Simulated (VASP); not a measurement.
# InAs (F-43m) in VASP: a series of runs, part 2 of 2

VASP 6.6.1.

## Step 3: Relaxation of cell and atoms, PBE

This run uses another cell than the first one, of 29.62 Å³/atom, 1.078 times its volume.

File INCAR:

```
SYSTEM = InAs
PREC = Accurate ; ENCUT = 600
EDIFF = 1E-7 ; ISMEAR = 0
SIGMA = 0.03 ; LREAL = .FALSE.
LASPH = .TRUE. ; NELM = 80
ALGO = Normal ; ISIF = 3
LWAVE = .FALSE. ; LCHARG = .FALSE.
GGA = PE ; IBRION = 2
NSW = 90 ; EDIFFG = -0.005
```

File KPOINTS:

```
regular mesh
0
G
  10 10 10
  0 0 0
```

File POSCAR:

```
InAs                                    
1.0
    0.0000000000      3.0941320033      3.0941320033
    3.0941320033      0.0000000000      3.0941320033
    3.0941320033      3.0941320033     -0.0000000000
  In              As            
     1     1
Direct
     0.0000000000000000    0.0000000000000000    0.0000000000000000
     0.2500000000000000    0.2500000000000000    0.2500000000000000
```

Potentials or basis: VASP PAW PBE potentials, release 64 (In_d, As).

On the command line:

```bash
> cat potpaw_PBE.64/In_d/POTCAR potpaw_PBE.64/As/POTCAR > POTCAR
> mpirun -np 1 vasp_std > vasp.out
```

OUTCAR:

```text
SYSTEM = InAs
   PREC = Accurate
   ENCUT = 600
   EDIFF = 1E-7
   ISMEAR = 0
   LREAL = .FALSE.
   LASPH = .TRUE.
   NELM = 80
   ISIF = 3
   GGA = PE
   IBRION = 2
   NSW = 90
   EDIFFG = -0.005

 ion  position               nearest neighbor table
   1  0.000  0.000  0.000-   2 2.68   2 2.68   2 2.68   2 2.68
   2  0.250  0.250  0.250-   1 2.68   1 2.68   1 2.68   1 2.68

  LATTYP: Found a face centered cubic cell.
 ALAT       =     6.1882640066

  Lattice vectors:

 A1 = (   0.0000000000,   3.0941320033,   3.0941320033)
 A2 = (   3.0941320033,   0.0000000000,   3.0941320033)
 A3 = (   3.0941320033,   3.0941320033,   0.0000000000)

Analysis of symmetry for initial positions (statically):
=====================================================================
 Subroutine PRICEL returns:
 Original cell was already a primitive cell.

 Routine SETGRP: Setting up the symmetry group for a
 face centered cubic supercell.

 Subroutine GETGRP returns: Found 24 space group operations
 (whereof 24 operations were pure point group operations)
 out of a pool of 48 trial point group operations.

The static configuration has the point symmetry T_d .

Analysis of symmetry for dynamics (positions and initial velocities):
=====================================================================
 Subroutine PRICEL returns:
 Original cell was already a primitive cell.

 Routine SETGRP: Setting up the symmetry group for a
 face centered cubic supercell.

 Subroutine GETGRP returns: Found 24 space group operations
 (whereof 24 operations were pure point group operations)
 out of a pool of 48 trial point group operations.

The dynamic configuration has the point symmetry T_d .

 Subroutine INISYM returns: Found 24 space group operations
 (whereof 24 operations are pure point group operations),
 and found     1 'primitive' translations

----------------------------------------------------------------------------------------

                                     Primitive cell

  volume of cell :      59.2443

  direct lattice vectors                    reciprocal lattice vectors
     0.000000000  3.094132003  3.094132003    -0.161596208  0.161596208  0.161596208
     3.094132003  0.000000000  3.094132003     0.161596208 -0.161596208  0.161596208
     3.094132003  3.094132003  0.000000000     0.161596208  0.161596208 -0.161596208

  length of vectors
     4.375763443  4.375763443  4.375763443     0.279892843  0.279892843  0.279892843

  position of ions in fractional coordinates (direct lattice)
     0.000000000  0.000000000  0.000000000
     0.250000000  0.250000000  0.250000000

  ion indices of the primitive-cell ions
   primitive index   ion index
                 1           1
                 2           2

----------------------------------------------------------------------------------------

 KPOINTS: regular mesh

Automatic generation of k-mesh.
 Grid dimensions read from file:
 generate k-points for:   10   10   10

 Generating k-lattice:

  Cartesian coordinates                     Fractional coordinates (reciprocal lattice)
    -0.016159621  0.016159621  0.016159621     0.100000000  0.000000000  0.000000000
     0.016159621 -0.016159621  0.016159621     0.000000000  0.100000000  0.000000000
     0.016159621  0.016159621 -0.016159621     0.000000000  0.000000000  0.100000000
[... 42 lines left out ...]
   dimension x,y,z NGX =    36 NGY =   36 NGZ =   36
   dimension x,y,z NGXF=    72 NGYF=   72 NGZF=   72
   ions per type =               1   1
   NGX,Y,Z   is equivalent  to a cutoff of  13.68, 13.68, 13.68 a.u.
   NGXF,Y,Z  is equivalent  to a cutoff of  27.35, 27.35, 27.35 a.u.
 SYSTEM =  InAs
   PREC   = accura    normal or accurate (medium, high low for compatibility)
   ISTART =      0    job   : 0-new  1-cont  2-samecut
   ICHARG =      2    charge: 1-file 2-atom 10-const
   ISPIN  =      1    spin polarized calculation?
   LNONCOLLINEAR =      F non collinear calculations
   LSORBIT =      F    spin-orbit coupling
   LASPH  =      T    aspherical Exc in radial PAW
   ENCUT  =  600.0 eV  44.10 Ry    6.64 a.u.   8.74  8.74  8.74*2*pi/ulx,y,z
   NELM   =     80;   NELMIN=  2; NELMDL= -5     # of ELM steps
   EDIFF  = 0.1E-06   stopping-criterion for ELM
   LREAL  =      F    real-space projection
   EDIFFG = -.5E-02   stopping-criterion for IOM
   NSW    =     90    number of steps for IOM
   IBRION =      2    ionic relax: 0-MD 1-quasi-New 2-CG
   NFREE  =      1    steps in history (QN), initial steepest desc. (CG)
   ISIF   =      3    stress and relaxation
   ISYM   =      2    0-nonsym 1-usesym 2-fastsym
   POTIM  = 0.5000    time-step for ionic-motion
   TEBEG  =    0.0;   TEEND  =   0.0 temperature during run
   PSTRESS=    0.0 pullay stress
   NELECT =      18.0000    total number of electrons
   NUPDOWN=      -1.0000    fix difference up-down
   EMIN   =  10.00;   EMAX   =-10.00  energy-range for DOS
   EFERMI =   0.00;   METHOD = LEGACY
   ISMEAR =     0;   SIGMA  =   0.03  broadening in eV -4-tet -1-fermi 0-gaus
   EFERMI_NEDOS =   21; number of points for ismear=-14 and -15
   IALGO  =     38    algorithm
   IMIX   =      4    mixing-type and parameters
     AMIX     =   0.40;   BMIX     =  1.00
     AMIX_MAG =   1.60;   BMIX_MAG =  1.00
  volume/ion in A,a.u.               =      29.62       199.90
  Fermi-wavevector in a.u.,A,eV,Ry     =   1.100568  2.079772 16.480052  1.211250
  Thomas-Fermi vector in A             =   2.236981
   LORBIT       =      0    0 simple, 1 ext, 2 COOP (PROOUT), +10 PAW based schemes
   GGA     = PE    functional components
   LHFCALC =     F    Hartree Fock is set to
   AEXX    =    0.0000 exact exchange contribution
   IVDW    =     0    specifies the selected vdW correction
   LEPSILON=     F    determine dielectric tensor
   LRPA    =     F    only Hartree local field effects (RPA)
 conjugate gradient relaxation of ions
 non-spin polarized calculation
 Gauss-broadening in eV      SIGMA  =   0.03
  energy-cutoff  :      600.00
  volume of cell :       59.24
 maximum number of plane-waves:      2006
   NGX = 17   NGY = 17   NGZ = 17

 number of electron      17.9999997 magnetization

 Free energy of the ion-electron system (eV)
  ---------------------------------------------------
  ext. energy  EPLUGINS =         0.00000000
  ---------------------------------------------------
  free energy    TOTEN  =        -7.71902006 eV

  energy without entropy =       -7.71897378  energy(sigma->0) =       -7.71899692

 E-fermi :   3.8424     XC(G=0):  -8.7924

 val. band max:        3.8332687754   @ k =   0.0000   0.0000   0.0000
 cond. band min:       4.5766863431   @ k =   0.1000   0.0000   0.0000
 fundamental gap:      0.7434175677
 Fermi energy:         3.8424057932

 k-point     1 :       0.0000    0.0000    0.0000
  band No.  band energies     occupation
      1     -10.4330      2.00000
      2     -10.4330      2.00000
      3     -10.4330      2.00000
      4     -10.3335      2.00000
      5     -10.3335      2.00000
      6      -7.6033      2.00000
      7       3.2865      2.00000
      8       3.8333      1.33334
      9       3.8333      1.33333
     10       3.8333      1.33333
     11       7.7058      0.00000
     12       7.7058      0.00000
     13       7.7058      0.00000
[... 354 lines left out ...]
  band No.  band energies     occupation
      1     -10.5467      2.00000
      2     -10.3863      2.00000
      3     -10.3845      2.00000
      4     -10.3530      2.00000
      5     -10.3199      2.00000
      6      -6.3328      2.00000
      7      -0.9632      2.00000
      8       1.8500      2.00000
      9       2.0911      2.00000
     10       5.9168      0.00000
     11       6.5294      0.00000
     12      10.2504      0.00000
     13      10.9430      0.00000

 [... further k-points ...]

------------------------ aborting loop because EDIFF is reached ----------------------------------------

  FORCE on cell =-STRESS in cart. coord.  units (eV):
  Direction    XX          YY          ZZ          XY          YZ          ZX
  --------------------------------------------------------------------------------------
  -------------------------------------------------------------------------------------
  Total        0.0091287      0.0091287      0.0091287     -0.0000000      0.0000000      0.0000000
  in kB        0.2468717      0.2468717      0.2468717     -0.0000000      0.0000000      0.0000000
  external PRESSURE =       0.2468717 kB  Pullay stress =       0.0000000 kB

 VOLUME and BASIS-vectors are now :
 -----------------------------------------------------------------------------
  energy-cutoff  :      600.00
  volume of cell :       59.24
      direct lattice vectors                 reciprocal lattice vectors
     0.000000000  3.094132003  3.094132003    -0.161596208  0.161596208  0.161596208
     3.094132003  0.000000000  3.094132003     0.161596208 -0.161596208  0.161596208
     3.094132003  3.094132003  0.000000000     0.161596208  0.161596208 -0.161596208

 POSITION                                       TOTAL-FORCE (eV/Angst)
 -----------------------------------------------------------------------------------
      0.00000      0.00000      0.00000         0.000000     -0.000000     -0.000000
      1.54707      1.54707      1.54707        -0.000000      0.000000      0.000000
 -----------------------------------------------------------------------------------
    total drift:                               -0.000000     -0.000000     -0.000000

  FREE ENERGIE OF THE ION-ELECTRON SYSTEM (eV)
  ---------------------------------------------------
  free  energy   TOTEN  =        -7.7190200633 eV

  energy  without entropy=       -7.7189737846  energy(sigma->0) =       -7.71899692

 reached required accuracy - stopping structural energy minimisation
```

CONTCAR:

```text
InAs
   1.00000000000000
     0.0000000000000000    3.0941320032999999    3.0941320032999999
     3.0941320032999999    0.0000000000000000    3.0941320032999999
     3.0941320032999999    3.0941320032999999    0.0000000000000000
  In              As
     1     1
Direct
     0.0000000000000000    0.0000000000000000    0.0000000000000000
     0.2500000000000000    0.2500000000000000    0.2500000000000000

  0.00000000E+00  0.00000000E+00  0.00000000E+00
  0.00000000E+00  0.00000000E+00  0.00000000E+00
```

It took 1.9 min on 1 thread of AMD EPYC 7R43 (Zen 3), shared host; peak memory 0.19 GiB.

Results:

```
Free energy             : -7.7190 eV
Pressure after relaxing : 0.0 GPa
Band gap on the k mesh  : none (metal or under the smearing width)
```

Final structure:
```
CELL_PARAMETERS angstrom
0.00000 3.09413 3.09413
3.09413 0.00000 3.09413
3.09413 3.09413 0.00000
ATOMIC_POSITIONS crystal
In 0.00000 0.00000 0.00000
As 0.25000 0.25000 0.25000
```

Caveat: the relaxation stopped at its first step, so nothing moved; this crystal is a semiconductor, whose small gap the functional closes, so the metal is an error of the method.

## Step 4: Relaxation of cell and atoms, PBEsol

File INCAR:

```
PREC = Accurate
ENCUT = 600
EDIFF = 1E-6
ISMEAR = 0
SIGMA = 0.03
LREAL = F
LASPH = T
NELM = 80
ALGO = Normal
ISIF = 3
LWAVE = F
LCHARG = F
GGA = PS
IBRION = 2
NSW = 90
EDIFFG = -0.01
```

File KPOINTS:

```
Automatic mesh
0
Gamma
  10 10 10
```

File POSCAR:

```
InAs
1.0
    0.0000000000      3.0180000000      3.0180000000
    3.0180000000      0.0000000000      3.0180000000
    3.0180000000      3.0180000000      0.0000000000
In As
1 1
Direct
    0.0000000000      0.0000000000      0.0000000000
    0.2500000000      0.2500000000      0.2500000000
```

On the command line:

```bash
> cat potpaw_PBE.64/In_d/POTCAR potpaw_PBE.64/As/POTCAR > POTCAR
> mpirun -np 1 vasp_std > vasp.out
```

Wall time 50 s (1 thread of Intel Xeon 6975P-C (Granite Rapids), shared host); peak memory 0.24 GiB.

The run converged. Its results:

| Quantity | Value |
| --- | --- |
| Free energy | -8.4900 eV |
| Relaxed volume | 28.25 Å³/atom |
| Relaxed cell | a = 4.307 Å, b = 4.307 Å, c = 4.307 Å, α = 60.00°, β = 60.00°, γ = 60.00° |
| Space group after relaxing (to 0.05 Å) | F-43m (No. 216) |
| Energy gained by relaxing | 3.7 meV/atom |
| Ionic steps | 3 |
| Pressure after relaxing | 0.0 GPa |
| Band gap on the k mesh | none (metal or under the smearing width) |

Step by step:
```
step  energy change (eV)  largest force (eV/Å)  pressure (GPa)  volume (Å³)
   1              0.0000                0.0000            1.62        54.98
   2             -0.0059                0.0000           -0.70        57.21
   3             -0.0075                0.0000            0.01        56.49
```

Final structure:
```yaml
crystal:
  lattice:
    - [0.00000, 3.04545, 3.04545]
    - [3.04545, 0.00000, 3.04545]
    - [3.04545, 3.04545, 0.00000]
  atoms:
    - { symbol: In, position: [0.00000, 0.00000, 0.00000] }
    - { symbol: As, position: [0.25000, 0.25000, 0.25000] }
```

Levels at points of the mesh, in eV from the Fermi level:
```tsv
k point	band 5	band 6	band 7	band 8	band 9	band 10	band 11	band 12	band 13
(0.00, 0.00, 0.00)	-14.18	-11.76	-0.40	-0.01	-0.01	-0.01	3.84	3.84	3.84
(0.50, 0.00, 0.00)	-14.17	-10.34	-5.71	-0.97	-0.97	0.82	4.60	4.60	6.68
(0.50, 0.50, 0.00)	-14.16	-9.82	-5.80	-2.28	-2.28	1.47	1.97	8.93	9.06
```

Caveat: the PAW data sets were made with another functional, which shifts forces and pressure a little; this crystal is a semiconductor, whose small gap the functional closes, so the metal is an error of the method. Zero-point motion and thermal expansion aren't in these numbers.

## Step 5: Relaxation of cell and atoms, PBEsol

This run uses another cell than the first one, of 28.25 Å³/atom, 1.028 times its volume.

Edit INCAR of step 4 so:

```diff
@@ -2,3 +2,3 @@
 ENCUT = 600
-EDIFF = 1E-6
+EDIFF = 1E-7
 ISMEAR = 0
@@ -15,2 +15,2 @@
 NSW = 90
-EDIFFG = -0.01
+EDIFFG = -0.005
```

KPOINTS is that of step 4.

File POSCAR:

```
InAs                                    
1.0
    0.0000000000      3.0454540627      3.0454540627
    3.0454540627      0.0000000000      3.0454540627
    3.0454540627      3.0454540627     -0.0000000000
  In              As            
     1     1
Direct
     0.0000000000000000    0.0000000000000000    0.0000000000000000
     0.2500000000000000    0.2500000000000000    0.2500000000000000
```

On the command line:

```bash
> cat potpaw_PBE.64/In_d/POTCAR potpaw_PBE.64/As/POTCAR > POTCAR
> mpirun -np 1 vasp_std > vasp.out
```

It took 24 s on 1 thread of Intel Xeon 6975P-C (Granite Rapids), shared host; peak memory 0.22 GiB.

It converged, with:

* Free energy: -8.4902 eV
* Pressure after relaxing: 0.0 GPa
* Band gap on the k mesh: none (metal or under the smearing width)

Final structure:
```
In As
1.0
     0.00000    3.04545    3.04545
     3.04545    0.00000    3.04545
     3.04545    3.04545    0.00000
In As
1 1
Direct
  0.00000 0.00000 0.00000
  0.25000 0.25000 0.25000
```

Levels at points of the mesh, in eV from the Fermi level:
```tsv
k point	band 7	band 8	band 9	band 10	band 11	band 12
(0.00, 0.00, 0.00)	-0.40	-0.01	-0.01	-0.01	3.84	3.84
(0.50, 0.00, 0.00)	-5.71	-0.97	-0.97	0.82	4.60	4.60
(0.50, 0.50, 0.00)	-5.80	-2.28	-2.28	1.47	1.97	8.93
```

Caveat: the relaxation stopped at its first step, so nothing moved; the PAW data sets were made with another functional, which shifts forces and pressure a little; this crystal is a semiconductor, whose small gap the functional closes, so the metal is an error of the method.
